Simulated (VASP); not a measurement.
# TiAl, band structure: which settings are enough?

TiAl, Pm-3m (no. 221), 2 atoms in the cell. RevPBE; PAW potentials Ti_sv, Al (PBE set). VASP 6.6.1.

Wanted: band energies at the path's corners within 0.1 eV.

What the run is for: bands; Accuracy asked: screening; Route: KPOINTS_OPT.

Band energies at the path's corners: counted from the Fermi level of the mesh, whose own shifts they hold.

POSCAR:
```
TiAl
1.0
    3.1790640000      0.0000000000      0.0000000000
    0.0000000000      3.1790640000      0.0000000000
    0.0000000000      0.0000000000      3.1790640000
Ti Al
1 1
Direct
    0.0000000000      0.0000000000      0.0000000000
    0.5000000000      0.5000000000      0.5000000000
```

The series start from Plane-wave cutoff (eV): 320; Smearing width (eV): 0.1; k-point mesh: 9 × 9 × 9; Electronic threshold (eV): 1e-6; Precision mode (PREC): Accurate; Bands in all (NBANDS): 23; Aspherical gradient terms in the spheres (LASPH): yes; Highest l that the mixer handles (LMAXMIX): 4. Each series keeps the choices made before it, and each single choice may use up half of a tolerance.

## Plane-wave cutoff (eV)

| Plane-wave cutoff (eV) | Band energies at the path's corners, largest deviation (eV) | Time (s) |
|---|---|---|
| 220 | 0.08 | 4.0 |
| 280 | 0.02 | 7.4 |
| 320 | 0.02 | 9.2 |
| 360 | 0.01 | 9.8 |
| 440 | 0.00 | 11 |
| 550 (reference) | 0.00 | 12 |

## Smearing width (eV)

| Smearing width (eV) | Band energies at the path's corners, largest deviation (eV) | Time (s) |
|---|---|---|
| 0.4 | 0.03 | 7.5 |
| 0.3 | 0.03 | 7.5 |
| 0.2 | 0.02 | 7.5 |
| 0.15 | 0.02 | 7.7 |
| 0.1 | 0.01 | 7.4 |
| 0.05 (reference) | 0.00 | 8.0 |

## k-point mesh

| k-point mesh | Band energies at the path's corners, largest deviation (eV) | Time (s) |
|---|---|---|
| 4 × 4 × 4 | 0.12 | 5.8 |
| 5 × 5 × 5 | 0.08 | 5.9 |
| 6 × 6 × 6 | 0.01 | 6.6 |
| 8 × 8 × 8 | 0.01 | 7.7 |
| 9 × 9 × 9 | 0.01 | 7.5 |
| 11 × 11 × 11 | 0.00 | 9.3 |
| 14 × 14 × 14 (reference) | 0.00 | 14 |

## Electronic threshold (eV)

| Electronic threshold (eV) | Band energies at the path's corners, largest deviation (eV) | Time (s) |
|---|---|---|
| 0.001 | 0.00 | 5.0 |
| 0.0001 | 0.00 | 5.6 |
| 1e-5 | 0.00 | 5.8 |
| 1e-6 | 0.00 | 6.6 |
| 1e-7 (reference) | 0.00 | 7.0 |

## Precision mode (PREC)

| Precision mode (PREC) | Band energies at the path's corners, largest deviation (eV) | Time (s) |
|---|---|---|
| SingleN | 0.00 | 2.6 |
| Normal | 0.00 | 2.7 |
| Accurate (reference) | 0.00 | 5.0 |

## Bands in all (NBANDS)

| Bands in all (NBANDS) | Band energies at the path's corners, largest deviation (eV) | Time (s) |
|---|---|---|
| 13 | 0.01 | 1.8 |
| 14 | 0.01 | 1.9 |
| 15 | 0.01 | 2.0 |
| 17 | 0.00 | 2.2 |
| 23 | 0.00 | 2.6 |
| 33 (reference) | 0.00 | 3.5 |

## Aspherical gradient terms in the spheres (LASPH)

| Aspherical gradient terms in the spheres (LASPH) | Band energies at the path's corners, largest deviation (eV) | Time (s) |
|---|---|---|
| yes | 0.00 | 1.8 |
| no | 0.01 | 1.5 |

## Highest l that the mixer handles (LMAXMIX)

| Highest l that the mixer handles (LMAXMIX) | Band energies at the path's corners, largest deviation (eV) | Time (s) |
|---|---|---|
| 4 | 0.00 | 1.8 |
| 2 | 0.00 | 1.8 |
| 6 | 0.00 | 1.8 |

## Question

The rows run from the loosest to the tightest (no order: aspherical gradient terms in the spheres, highest l that the mixer handles). For each series: choose the loosest value from which every tighter one stays within half of the tolerance; where there is no order, keep the first row unless others stay within half of the tolerance and take at least 30 % less time, and then take the fastest.

## Answer

- Plane-wave cutoff (eV): 280
- Smearing width (eV): 0.4
- k-point mesh: 6 × 6 × 6
- Electronic threshold (eV): 0.001
- Precision mode (PREC): SingleN
- Bands in all (NBANDS): 13
- Aspherical gradient terms in the spheres (LASPH): yes
- Highest l that the mixer handles (LMAXMIX): 4

## All choices together

| Input | Band energies at the path's corners, largest deviation (eV) | Time (s) |
|---|---|---|
| the program's defaults (naive) | 0.13 | 1.8 |
| chosen settings | 0.01 | 1.8 |
| reference settings throughout | 0.00 | 34 |

The tolerance is met.

## The input

INCAR:
```
GGA = RE
ISMEAR = 1
SIGMA = 0.4
LWAVE = F
LCHARG = F
NBANDS = 13
PREC = SingleN
LASPH = T
LREAL = F
ALGO = Normal
EDIFF = 0.001
NELM = 120
GGA_COMPAT = F
ENCUT = 280
LMAXMIX = 4
```

KPOINTS:
```
Automatic mesh
0
Gamma
  6 6 6
  0 0 0
```

KPOINTS_OPT:
```
path GXMGRX,MR
12
line-mode
reciprocal
 0.0000000000  0.0000000000  0.0000000000  G
 0.0000000000  0.5000000000  0.0000000000  X

 0.0000000000  0.5000000000  0.0000000000  X
 0.5000000000  0.5000000000  0.0000000000  M

 0.5000000000  0.5000000000  0.0000000000  M
 0.0000000000  0.0000000000  0.0000000000  G

 0.0000000000  0.0000000000  0.0000000000  G
 0.5000000000  0.5000000000  0.5000000000  R

 0.5000000000  0.5000000000  0.5000000000  R
 0.0000000000  0.5000000000  0.0000000000  X

 0.5000000000  0.5000000000  0.0000000000  M
 0.5000000000  0.5000000000  0.5000000000  R
```

Commands:
```
cat potpaw_PBE.64/Ti_sv/POTCAR potpaw_PBE.64/Al/POTCAR > POTCAR
mpirun -np 1 vasp_std > vasp.out
```

The chosen input took VASP 6.6.1 1.8 s on 1 core (Intel Xeon 6975P-C (Granite Rapids)), a shared host.

## An input that fails: fixed density asked without a density file

VASP's message: ERROR: charge density could not be read from file CHGCAR for ICHARG>10.

Changes against the starting input:
```
- NELM = 120
+ NELM = 76
+ ICHARG = 11
```
